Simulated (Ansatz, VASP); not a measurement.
# Two plane-wave programs on SiC

The input INCAR:

```
SYSTEM = SiC
  PREC = Accurate
  ENCUT = 520
  EDIFF = 1E-7
  ISMEAR = 0
  SIGMA = 0.01
  LREAL = .False.
  LASPH = .True.
  NELM = 100
  ALGO = Normal
  ISIF = 2
  LWAVE = .False.
  LCHARG = .False.
  GGA = PE
  NBANDS = 16
```

The input KPOINTS:

```
regular mesh
0
Gamma
  12 12 6
  0 0 0
```

The input POSCAR:

```
SiC
1.0
    3.0919365181      0.0000000000      0.0000000000
   -1.5459682590      2.6776955715      0.0000000000
    0.0000000000      0.0000000000      5.0742922873
Si C
2 2
Direct
    0.3333333333      0.6666666667      0.4995817071
    0.6666666667      0.3333333333      0.9995817071
    0.3333333333      0.6666666667      0.8754182929
    0.6666666667      0.3333333333      0.3754182929
```

Input for Ansatz:

```yaml
crystal:
  lattice:
    - [3.0919365181, 0.0, 0.0]
    - [-1.545968259, 2.6776955715, 0.0]
    - [0.0, 0.0, 5.0742922873]
  atoms:
    - { symbol: Si, position: [0.3333333333, 0.6666666667, 0.4995817071] }
    - { symbol: Si, position: [0.6666666667, 0.3333333333, 0.9995817071] }
    - { symbol: C, position: [0.3333333333, 0.6666666667, 0.8754182929] }
    - { symbol: C, position: [0.6666666667, 0.3333333333, 0.3754182929] }
basis:
  ecutwfc: 420
  xc_grid: 2
kpoints:
  mp_grid: { grid: [12, 12, 6] }
  band_path: { path: [VBM, CBM], npoints: 2 }
hamiltonian:
  xc: pbe
scf:
  occupations: { method: gaussian, width: 0.01 }
output:
  forces: true
  stress: true
  eigenvalues: true
```

Alike in both runs: task single point; functional PBE; k mesh 12 × 12 × 6; occupations gaussian, width 0.01 eV; no spin polarisation.

```csv
,VASP,Ansatz
version,VASP 6.6.1,Ansatz 0.2.0
potentials or method,"VASP PAW PBE potentials, release 64 (Si, C)","scalar-relativistic, plane waves, PAW"
plane-wave cutoff (eV),520,420
valence electrons in the cell,16,16
```

```csv
,VASP,Ansatz,Ansatz less VASP
gap on the k mesh at the Fermi level (eV),2.30,2.31,+0.004
least direct gap on the mesh (eV),3.94,3.94,+0.003
pressure (GPa),0.0,0.0,+0.05
```

With one functional, cell and mesh, what is left measures potentials, basis and numerics.

A k mesh can miss the band edges.
